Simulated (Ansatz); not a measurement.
Input and output for HfN (zincblende type): DFT, PBE, all-electron LAPW, scalar-relativistic (Ansatz 0.2.0). This run: volume at 0.65 of the series' base cell.

The cell comes from a relaxation on PAW files under the same functional, begun from a prototype that needn't be the stable phase.

Command: `ansatz run input.yaml --threads 1 --pin off --max-ram 2048MiB --backend cpu --events-out ev --progress --plain --runs-dir out` It took 83 s on 1 thread of Arm Neoverse V1 (shared host), peak memory 0.49 GiB.

```yaml
crystal:
  lattice:
    - [0.0, 2.1291313022, 2.1291313022]
    - [2.1291313022, 0.0, 2.1291313022]
    - [2.1291313022, 2.1291313022, 0.0]
  atoms:
    - { symbol: Hf, position: [0.0, 0.0, 0.0] }
    - { symbol: "N", position: [0.25, 0.25, 0.25] }
kpoints:
  mp_grid: { grid: [14, 14, 14] }
scf:
  occupations: { method: fermi_dirac, width: 0.08 }
hamiltonian:
  xc: pbe
  pseudopotentials: { kind: all_electron, lapw: { basis_error: 0.001 } }
output:
  forces: true
  stress: true
  eigenvalues: true
  populations: true
```

Output:

```
Hf: projections on atomic orbitals take those of the free atom 1s2 2s2 2p6 3s2 3p6 3d10 4s2 4p6 4d10 4f14 5s2 5p6 5d2 6s2, of charge +0.00 (hamiltonian.pseudopotentials.projection_atoms)
N: projections on atomic orbitals take those of the free atom 1s2 2s2 2p3, of charge +0.00 (hamiltonian.pseudopotentials.projection_atoms)
LAPW: plane waves up to 11.861 Å⁻¹, error target 1.0e-3 eV per atom; small_component_spin mean_spin; N in spheres of 0.754 Å, 7 of its electrons in bands, Dirac shells []; Hf in spheres of 1.090 Å, 44 of its electrons in bands, Dirac shells [] (how accurate: hamiltonian.pseudopotentials.lapw.basis_error, Limitations)
Engine: ansatz 0.2.0
Pseudopotentials: kind: all_electron
Pseudopotential: Hf, LAPW, valence charge 44, lapw/all_electron/scalar/gaussian/Hf, Koelling and Harmon's equation, gaussian nucleus
Pseudopotential: N, LAPW, valence charge 7, lapw/all_electron/scalar/gaussian/N, Koelling and Harmon's equation, gaussian nucleus
Functional definition: PBE
  parameter kappa = 0.804
  parameter beta = 0.06672455060314922
  exchange = pbe_x(kappa = kappa, mu = beta*pi^2/3)
  correlation = pbe_c(beta = beta)
Crystal: 2 atoms, lattice volume = 19.304 Å³
Basis set: ecut = 536.0174992266085 eV, 537 PW (Γ), exchange–correlation at level 2
Bands: 31, of which v1, the nominal top of the filled ones, is band 26 counted from 1 (25 counted from 0)
Symmetry: 24 space group operations
Space group: F-43m (ITA 216), of the structure as read, at distance tolerance 2.7e-5 Å
k-points: 104 of 2744 (time reversal used)
Non-local potential: Hf, projectors of the file, none
Non-local potential: N, projectors of the file, none
Initial density: superposition of atomic densities (chi_scale 0.1, normalization cell, long waves kept (reshape's long-wave potential 0.00 eV rms))
Initial wavefunctions: plane waves of lowest kinetic energy (no species holds an atomic orbital)
Functional: x = pbe(κ = 0.804, μ = 0.2195149727645171), c = pbe(β = 0.06672455060314922)
iter 1 solved again at ethr=1.61e-2 eV; its pass at ethr=1.00e-1 eV (dr2=8.21e0 eV) is discarded
SCF iter   1: F=—  HF=-411742.064234 eV  |F-HF|=—  |Δ(HF+E_count)|=         —  Δρ=2.03e-1  dr2=8.21e0  ethr=1.61e-2  ⟨swp⟩=2.0  Hψ=20601  notcnv=0
preconditioner: auto → Kerker (q_TF=auto, 3.208 Å⁻¹)  [metal: Δε(μ)=0.055 eV  Ē_g=20.845 eV  σ=0.080 eV  W_gap=0.17  n_scr=14 (ndim 8)  ℏωp=45.5 eV  f_vac=0.000  D(μ)=0.47/eV (n_scr^D=0)]
SCF iter   2: F=—  HF=-411739.082359 eV  |F-HF|=—  |Δ(HF+E_count)|=    2.98e0  Δρ=6.25e-2  dr2=8.84e-1  ethr=1.61e-2  ⟨swp⟩=3.0  Hψ=9355  notcnv=0
SCF iter   3: F=—  HF=-411738.948338 eV  |F-HF|=—  |Δ(HF+E_count)|=   1.34e-1  Δρ=4.14e-2  dr2=3.85e-1  ethr=1.73e-3  ⟨swp⟩=2.0  Hψ=9370  notcnv=0
SCF iter   4: F=—  HF=-411738.886255 eV  |F-HF|=—  |Δ(HF+E_count)|=         —  Δρ=2.26e-2  dr2=1.12e-1  ethr=7.56e-4  ⟨swp⟩=2.4  Hψ=9404  notcnv=0
the basis was enlarged: its passes take 366.8 KiB over the memory plan, 1 of 1 planned eigensolver slots
iter 5 solved again at ethr=6.14e-6 eV; its pass at ethr=2.20e-4 eV (dr2=3.13e-3 eV) is discarded
SCF iter   5: F=—  HF=-411738.842974 eV  |F-HF|=—  |Δ(HF+E_count)|=   4.33e-2  Δρ=5.13e-3  dr2=3.13e-3  ethr=6.14e-6  ⟨swp⟩=2.0  Hψ=16416  notcnv=0
SCF iter   6: F=—  HF=-411738.844203 eV  |F-HF|=—  |Δ(HF+E_count)|=   1.23e-3  Δρ=1.41e-3  dr2=3.93e-4  ethr=6.14e-6  ⟨swp⟩=2.9  Hψ=8974  notcnv=0
SCF iter   7: F=—  HF=-411738.844338 eV  |F-HF|=—  |Δ(HF+E_count)|=   1.36e-4  Δρ=5.41e-4  dr2=5.16e-5  ethr=7.70e-7  ⟨swp⟩=3.0  Hψ=9032  notcnv=0
SCF iter   8: F=—  HF=-411738.844329 eV  |F-HF|=—  |Δ(HF+E_count)|=   9.68e-6  Δρ=1.43e-4  dr2=4.57e-6  ethr=1.01e-7  ⟨swp⟩=3.0  Hψ=9279  notcnv=0
SCF iter   9: F=—  HF=-411738.844328 eV  |F-HF|=—  |Δ(HF+E_count)|=   6.34e-7  Δρ=2.61e-5  dr2=1.06e-7  ethr=8.96e-9  ⟨swp⟩=3.0  Hψ=9171  notcnv=0
SCF iter  10: F=-411738.844328 eV  HF=-411738.844328 eV  |F-HF|=3.96e-8  |Δ(HF+E_count)|=   1.83e-8  Δρ=1.34e-5  dr2=2.98e-8  ethr=2.09e-10  ⟨swp⟩=3.0  Hψ=9282  notcnv=0
SCF 1 converged in 10 iterations: F = -411738.844328 eV  dr2 = 2.98e-8
SCF converged after 10 iterations
Free energy (F): -411738.844328 eV
Harris-Foulkes:  -411738.844328 eV  (|F-HF|=3.96e-8)
Internal energy: -411738.832872 eV  (E = F + TS)
E sigma→0 (E₀):  -411738.838600 eV
Entropy (-TS):   -0.011456 eV (-5.728 meV/atom)
Fermi energy:    28.499423 eV
--- Per-component energies (eV) ---
  E_band       = -5092.510228
  E_kinetic    = 458034.259838
  E_xc         = -8615.137087
  E_electrostatic = -861157.955623  (all electrons and nuclei)
  E_smearing   = -0.011456  (= −TS)
  E_closure    = 0.000000  (closes the sum)
  E_atoms      = -411724.663545  (free atoms, spherical and without spin; not in F)
  Σ components = -411738.844328   (vs F -411738.844328, Δ=0.00e0)
  Basis errors (estimates in eV, not in F): energy 4.5e-4 per atom: plane waves 4.0e-4 (2.5e-4 summed), levels above the bands 3.8e-67, relativity 6.5e-8, radial functions 4.9e-5, core shells 3.5e-11; eigenvalues (radial functions only) 2.2e-6; not estimated: angular momenta, meshes, grids; target (lapw.basis_error) 1.0e-3; muffin-tin radii N 0.754 Å, Hf 1.090 Å
--- Forces (eV/Å), atoms counted from 1 ---
  atom   1  Hf     0.00000000    -0.00000000    -0.00000000
  atom   2  N     -0.00000000     0.00000000     0.00000000
  max |Σ_I F_I| component: 1.48e-16 eV/Å
--- Stress (GPa, compression-positive) ---
      191.701152      -0.000000      -0.000000
       -0.000000     191.701152       0.000000
       -0.000000       0.000000     191.701152
  P = ⅓ Tr σ = 191.7012 GPa (1917.012 kbar)
--- Band table (eV; the first three rows and the last of 104) ---
  k-point 0: bands = ["-477.5332", "-348.5162", "-344.2401", "-344.2401", "-344.2401", "-172.0972", "-172.0972", "-172.0859", "-172.0859", "-172.0859", "-33.0940", "-1.5588", "-1.5588", "-1.5588", "10.0035", "17.0730", "17.0730", "17.0730", "17.3389", "17.4136", "17.4136", "17.4136", "20.7935", "20.7935", "20.7935", "29.1564", "31.5675", "31.5675", "37.7968", "37.7968", "37.7968"]
  k-point 1: bands = ["-477.5332", "-348.5162", "-344.2401", "-344.2401", "-344.2401", "-172.0972", "-172.0972", "-172.0859", "-172.0859", "-172.0859", "-33.0859", "-1.6918", "-1.5735", "-1.5735", "10.1682", "17.0766", "17.0789", "17.0789", "17.3534", "17.4039", "17.4039", "17.4138", "20.7140", "20.8715", "20.8715", "29.4639", "31.3852", "31.3852", "37.5612", "38.1593", "38.1593"]
  k-point 2: bands = ["-477.5332", "-348.5162", "-344.2401", "-344.2401", "-344.2401", "-172.0972", "-172.0972", "-172.0859", "-172.0859", "-172.0859", "-33.0633", "-2.0455", "-1.6143", "-1.6143", "10.5947", "17.0900", "17.0950", "17.0950", "17.3807", "17.3807", "17.3936", "17.4145", "20.5751", "21.0774", "21.0774", "30.2352", "31.0278", "31.0278", "37.0867", "38.9698", "38.9698"]
  k-point 103: bands = ["-477.5332", "-348.5162", "-344.2401", "-344.2401", "-344.2401", "-172.0972", "-172.0972", "-172.0859", "-172.0858", "-172.0858", "-32.8740", "-3.4046", "-2.6746", "-2.3359", "13.3405", "16.9887", "17.1997", "17.2874", "17.3168", "17.3282", "17.3339", "17.5281", "20.7814", "22.7419", "24.3814", "27.2581", "30.5086", "34.2108", "36.7581", "39.4192", "44.1565"]
--- Löwdin populations: 2 sites ---
  site symbol       q [e]
     0     Hf     71.5204
     1      N      7.4198
  spilling = 0.000757 (of n_electrons = 79.000000)
```

populations.tsv:

```
# site	symbol	l	j	q
# orbitals = lowdin
# n_electrons = 79.000000
# spilling = 0.000757
# projection_atom_Hf: 1s2 2s2 2p6 3s2 3p6 3d10 4s2 4p6 4d10 4f14 5s2 5p6 5d2 6s2
# projection_atom_N: 1s2 2s2 2p3
0	Hf	0_1S	-	1.999999
0	Hf	0_2S	-	1.999963
0	Hf	0_3S	-	1.999523
0	Hf	0_4S	-	1.995092
0	Hf	0_5S	-	1.920258
0	Hf	0_6S	-	0.435539
0	Hf	1_2P	-	6.000000
0	Hf	1_3P	-	5.999994
0	Hf	1_4P	-	5.999643
0	Hf	1_5P	-	5.938292
0	Hf	2_3D	-	10.000000
0	Hf	2_4D	-	9.999758
0	Hf	2_5D	-	3.259737
0	Hf	3_4F	-	13.972632
1	N	0_1S	-	1.991225
1	N	0_2S	-	1.337477
1	N	1_2P	-	4.091089
```

Next run (volume at 0.55 of the series' base cell), as changes to the input before:

```diff
   lattice:
-    - [0.0, 2.1291313022, 2.1291313022]
-    - [2.1291313022, 0.0, 2.1291313022]
-    - [2.1291313022, 2.1291313022, 0.0]
+    - [0.0, 2.0138118368, 2.0138118368]
+    - [2.0138118368, 0.0, 2.0138118368]
+    - [2.0138118368, 2.0138118368, 0.0]
   atoms:
```

Results part of the output:

```
SCF 1 converged in 10 iterations: F = -411733.857766 eV  dr2 = 1.39e-8
SCF converged after 10 iterations
Free energy (F): -411733.857766 eV
Harris-Foulkes:  -411733.857766 eV  (|F-HF|=1.35e-8)
Internal energy: -411733.846647 eV  (E = F + TS)
E sigma→0 (E₀):  -411733.852206 eV
Entropy (-TS):   -0.011119 eV (-5.560 meV/atom)
Fermi energy:    33.771066 eV
--- Per-component energies (eV) ---
  E_band       = -4823.598256
  E_kinetic    = 458072.329403
  E_xc         = -8620.953176
  E_electrostatic = -861185.222874  (all electrons and nuclei)
  E_smearing   = -0.011119  (= −TS)
  E_closure    = 0.000000  (closes the sum)
  E_atoms      = -411724.663545  (free atoms, spherical and without spin; not in F)
  Σ components = -411733.857766   (vs F -411733.857766, Δ=0.00e0)
  Basis errors (estimates in eV, not in F): energy 4.6e-4 per atom: plane waves 4.1e-4 (2.5e-4 summed), levels above the bands 1.9e-78, relativity 5.2e-8, radial functions 4.6e-5, core shells 5.9e-11; eigenvalues (radial functions only) 2.4e-6; not estimated: angular momenta, meshes, grids; target (lapw.basis_error) 1.0e-3; muffin-tin radii N 0.706 Å, Hf 1.038 Å
--- Forces (eV/Å), atoms counted from 1 ---
  atom   1  Hf     0.00000000    -0.00000000     0.00000000
  atom   2  N     -0.00000000     0.00000000     0.00000000
  max |Σ_I F_I| component: 1.85e-16 eV/Å
--- Stress (GPa, compression-positive) ---
      364.312086      -0.000000      -0.000000
       -0.000000     364.312086       0.000000
       -0.000000       0.000000     364.312086
  P = ⅓ Tr σ = 364.3121 GPa (3643.121 kbar)
--- Band table (eV; the first three rows and the last of 104) ---
  k-point 0: bands = ["-472.0552", "-343.3510", "-338.7526", "-338.7526", "-338.7526", "-166.5955", "-166.5955", "-166.5913", "-166.5913", "-166.5913", "-27.9515", "3.8673", "3.8673", "3.8673", "14.5863", "22.2036", "22.2036", "22.2036", "22.7094", "22.9200", "22.9200", "22.9200", "25.1163", "25.1163", "25.1163", "35.0872", "37.0461", "37.0461", "44.0495", "44.0495", "44.0495"]
  k-point 1: bands = ["-472.0552", "-343.3510", "-338.7526", "-338.7526", "-338.7526", "-166.5955", "-166.5955", "-166.5913", "-166.5913", "-166.5913", "-27.9353", "3.6320", "3.8422", "3.8422", "14.8300", "22.2140", "22.2184", "22.2184", "22.7339", "22.9029", "22.9029", "22.9204", "25.0675", "25.2166", "25.2166", "35.4025", "36.8138", "36.8138", "43.7517", "44.5348", "44.5348"]
  k-point 2: bands = ["-472.0552", "-343.3510", "-338.7526", "-338.7526", "-338.7526", "-166.5955", "-166.5955", "-166.5913", "-166.5913", "-166.5913", "-27.8896", "3.0257", "3.7726", "3.7726", "15.4244", "22.2587", "22.2587", "22.2611", "22.8037", "22.8644", "22.8644", "22.9215", "25.0139", "25.4755", "25.4755", "36.1906", "36.3677", "36.3677", "43.1787", "45.6586", "45.6586"]
  k-point 103: bands = ["-472.0552", "-343.3510", "-338.7526", "-338.7526", "-338.7526", "-166.5955", "-166.5954", "-166.5913", "-166.5913", "-166.5913", "-27.5022", "0.8573", "2.0272", "2.5448", "18.8746", "22.1383", "22.5585", "22.7209", "22.7623", "22.7901", "22.8048", "23.1095", "25.2813", "27.8548", "29.1870", "33.1791", "36.0124", "40.4144", "43.6093", "46.8933", "51.5420"]
--- Löwdin populations: 2 sites ---
  site symbol       q [e]
     0     Hf     71.6690
     1      N      7.2722
  spilling = 0.000745 (of n_electrons = 79.000000)
```

Next run (volume at 0.45 of the series' base cell), as changes to the input before:

```diff
   lattice:
-    - [0.0, 2.0138118368, 2.0138118368]
-    - [2.0138118368, 0.0, 2.0138118368]
-    - [2.0138118368, 2.0138118368, 0.0]
+    - [0.0, 1.8835139047, 1.8835139047]
+    - [1.8835139047, 0.0, 1.8835139047]
+    - [1.8835139047, 1.8835139047, 0.0]
   atoms:
```

Results part of the output:

```
SCF 1 converged in 10 iterations: F = -411724.424004 eV  dr2 = 3.01e-9
SCF converged after 10 iterations
Free energy (F): -411724.424004 eV
Harris-Foulkes:  -411724.424004 eV  (|F-HF|=8.73e-9)
Internal energy: -411724.403169 eV  (E = F + TS)
E sigma→0 (E₀):  -411724.413586 eV
Entropy (-TS):   -0.020835 eV (-10.417 meV/atom)
Fermi energy:    41.733348 eV
--- Per-component energies (eV) ---
  E_band       = -4458.460585
  E_kinetic    = 458123.936527
  E_xc         = -8628.933133
  E_electrostatic = -861219.406563  (all electrons and nuclei)
  E_smearing   = -0.020835  (= −TS)
  E_closure    = 0.000000  (closes the sum)
  E_atoms      = -411724.663545  (free atoms, spherical and without spin; not in F)
  Σ components = -411724.424004   (vs F -411724.424004, Δ=0.00e0)
  Basis errors (estimates in eV, not in F): energy 4.5e-4 per atom: plane waves 4.2e-4 (2.6e-4 summed), levels above the bands 1.8e-90, relativity 3.3e-8, radial functions 3.3e-5, core shells 6.9e-11; eigenvalues (radial functions only) 3.0e-6; not estimated: angular momenta, meshes, grids; target (lapw.basis_error) 1.0e-3; muffin-tin radii N 0.653 Å, Hf 0.978 Å
--- Forces (eV/Å), atoms counted from 1 ---
  atom   1  Hf     0.00000000    -0.00000000    -0.00000000
  atom   2  N     -0.00000000     0.00000000    -0.00000000
  max |Σ_I F_I| component: 1.48e-16 eV/Å
--- Stress (GPa, compression-positive) ---
      685.652842       0.000000      -0.000000
        0.000000     685.652842       0.000000
       -0.000000       0.000000     685.652842
  P = ⅓ Tr σ = 685.6528 GPa (6856.528 kbar)
--- Band table (eV; the first three rows and the last of 104) ---
  k-point 0: bands = ["-464.6854", "-336.3542", "-331.3711", "-331.3711", "-331.3711", "-159.2017", "-159.2017", "-159.2017", "-159.1940", "-159.1940", "-21.2814", "11.2764", "11.2764", "11.2764", "21.5982", "28.6594", "28.6594", "28.6594", "29.9037", "30.3430", "30.3430", "30.3430", "31.6308", "31.6308", "31.6308", "43.4789", "44.6543", "44.6543", "52.6336", "52.6336", "52.6336"]
  k-point 1: bands = ["-464.6854", "-336.3542", "-331.3711", "-331.3711", "-331.3711", "-159.2017", "-159.2017", "-159.2017", "-159.1940", "-159.1940", "-21.2474", "10.8503", "11.2302", "11.2302", "21.9644", "28.6993", "28.7077", "28.7077", "29.9521", "30.3096", "30.3096", "30.3436", "31.6262", "31.7535", "31.7535", "43.7982", "44.3510", "44.3510", "52.2500", "53.2822", "53.2822"]
  k-point 2: bands = ["-464.6854", "-336.3542", "-331.3711", "-331.3711", "-331.3711", "-159.2017", "-159.2017", "-159.2017", "-159.1940", "-159.1940", "-21.1512", "9.8034", "11.1035", "11.1035", "22.7536", "28.8352", "28.8352", "28.8823", "30.0848", "30.2418", "30.2418", "30.3455", "31.6928", "32.0556", "32.0556", "43.7833", "43.7833", "44.5925", "51.5478", "54.8240", "54.8240"]
  k-point 103: bands = ["-464.6854", "-336.3542", "-331.3711", "-331.3711", "-331.3711", "-159.2017", "-159.2017", "-159.2016", "-159.1940", "-159.1939", "-20.3051", "6.3412", "8.1416", "8.9218", "26.8490", "28.9229", "29.7014", "30.0208", "30.0753", "30.1230", "30.1671", "30.7349", "31.8639", "35.3047", "35.8283", "42.1473", "43.7980", "49.1245", "53.3467", "57.4052", "61.8015"]
--- Löwdin populations: 2 sites ---
  site symbol       q [e]
     0     Hf     71.8964
     1      N      7.0379
  spilling = 0.000832 (of n_electrons = 79.000000)
```

Next run (volume at 0.4 of the series' base cell), as changes to the input before:

```diff
   lattice:
-    - [0.0, 1.8835139047, 1.8835139047]
-    - [1.8835139047, 0.0, 1.8835139047]
-    - [1.8835139047, 1.8835139047, 0.0]
+    - [0.0, 1.8109980798, 1.8109980798]
+    - [1.8109980798, 0.0, 1.8109980798]
+    - [1.8109980798, 1.8109980798, 0.0]
   atoms:
   mp_grid: { grid: [14, 14, 14] }
+  band_path:
+    path:
+      - [0.0, 0.0, 0.0]
+      - [-0.5, -0.5, 0.0]
+      - [-0.375, -0.375, 0.25]
+      - [-0.375, 0.0, 0.375]
+      - [0.0, 0.0, 0.0]
+      - [0.0, 0.0, 0.5]
+      - [-0.5, -0.25, 0.25]
+      - [-0.5, -0.5, 0.0]
+    npoints: 8
 scf:
   populations: true
+  dos: { projected: true, de: 0.2, e_range: [-14, 8] }
```

Command: `ansatz run input.yaml --threads 1 --pin off --max-ram 2048MiB --backend cpu --events-out ev --progress --plain --runs-dir out` It took 110 s on 1 thread of Arm Neoverse V1, on a shared host, peak memory 0.54 GiB.

Results part of the output:

```
SCF 1 converged in 10 iterations: F = -411716.904532 eV  dr2 = 2.72e-9
NSCF: frozen V_eff on 57 k-points
SCF converged after 10 iterations
Free energy (F): -411716.904532 eV
Harris-Foulkes:  -411716.904532 eV  (|F-HF|=6.93e-9)
Internal energy: -411716.887362 eV  (E = F + TS)
E sigma→0 (E₀):  -411716.895947 eV
Entropy (-TS):   -0.017170 eV (-8.585 meV/atom)
Fermi energy:    47.027918 eV
--- Per-component energies (eV) ---
  E_band       = -4220.047597
  E_kinetic    = 458157.905493
  E_xc         = -8634.226174
  E_electrostatic = -861240.566681  (all electrons and nuclei)
  E_smearing   = -0.017170  (= −TS)
  E_closure    = 0.000000  (closes the sum)
  E_atoms      = -411724.663545  (free atoms, spherical and without spin; not in F)
  Σ components = -411716.904532   (vs F -411716.904532, Δ=0.00e0)
  Basis errors (estimates in eV, not in F): energy 4.6e-4 per atom: plane waves 4.2e-4 (2.6e-4 summed), levels above the bands 8.6e-100, relativity 4.2e-8, radial functions 3.7e-5, core shells 2.0e-10; eigenvalues (radial functions only) 2.7e-6; not estimated: angular momenta, meshes, grids; target (lapw.basis_error) 1.0e-3; muffin-tin radii N 0.624 Å, Hf 0.944 Å
--- Forces (eV/Å), atoms counted from 1 ---
  atom   1  Hf     0.00000000    -0.00000000    -0.00000000
  atom   2  N     -0.00000000     0.00000000    -0.00000000
  max |Σ_I F_I| component: 3.70e-16 eV/Å
--- Stress (GPa, compression-positive) ---
      956.180396       0.000000      -0.000000
        0.000000     956.180396       0.000000
       -0.000000       0.000000     956.180396
  P = ⅓ Tr σ = 956.1804 GPa (9561.804 kbar)
--- Band table (eV; the first three rows and the last of 104) ---
  k-point 0: bands = ["-459.8931", "-331.8462", "-326.5731", "-326.5731", "-326.5731", "-154.4011", "-154.4011", "-154.4011", "-154.3841", "-154.3841", "-17.1386", "16.1465", "16.1465", "16.1465", "26.6388", "32.6542", "32.6542", "32.6542", "34.5900", "35.1729", "35.1729", "35.1729", "36.1810", "36.1810", "36.1810", "49.1482", "49.7185", "49.7185", "58.3089", "58.3089", "58.3089"]
  k-point 1: bands = ["-459.8931", "-331.8462", "-326.5731", "-326.5731", "-326.5731", "-154.4011", "-154.4011", "-154.4011", "-154.3841", "-154.3841", "-17.0889", "15.5744", "16.0816", "16.0816", "27.0743", "32.7331", "32.7331", "32.7361", "34.6650", "35.1238", "35.1238", "35.1738", "36.2004", "36.3194", "36.3194", "49.3681", "49.3681", "49.4660", "57.8735", "59.0607", "59.0607"]
  k-point 2: bands = ["-459.8931", "-331.8462", "-326.5731", "-326.5731", "-326.5731", "-154.4011", "-154.4011", "-154.4011", "-154.3841", "-154.3841", "-16.9474", "14.2052", "15.9048", "15.9048", "27.9022", "32.9400", "32.9400", "33.0831", "34.8630", "35.0317", "35.0317", "35.1762", "36.3580", "36.6437", "36.6437", "48.7223", "48.7223", "50.2529", "57.0999", "60.8645", "60.8645"]
  k-point 103: bands = ["-459.8931", "-331.8462", "-326.5731", "-326.5731", "-326.5731", "-154.4011", "-154.4010", "-154.4008", "-154.3841", "-154.3840", "-15.6641", "9.8164", "12.0012", "12.9443", "32.1258", "33.2930", "34.2962", "34.7631", "34.8174", "34.8645", "34.9502", "35.8092", "36.4174", "40.3011", "40.4020", "48.4526", "49.0569", "54.9722", "59.9734", "64.4312", "68.7030"]
--- Löwdin populations: 2 sites ---
  site symbol       q [e]
     0     Hf     72.0355
     1      N      6.8873
  spilling = 0.000978 (of n_electrons = 79.000000)
```

Spin–orbit coupling is left out, which matters for the heavy atoms. The structure type is held throughout; the real material can change phase at far lower pressure.
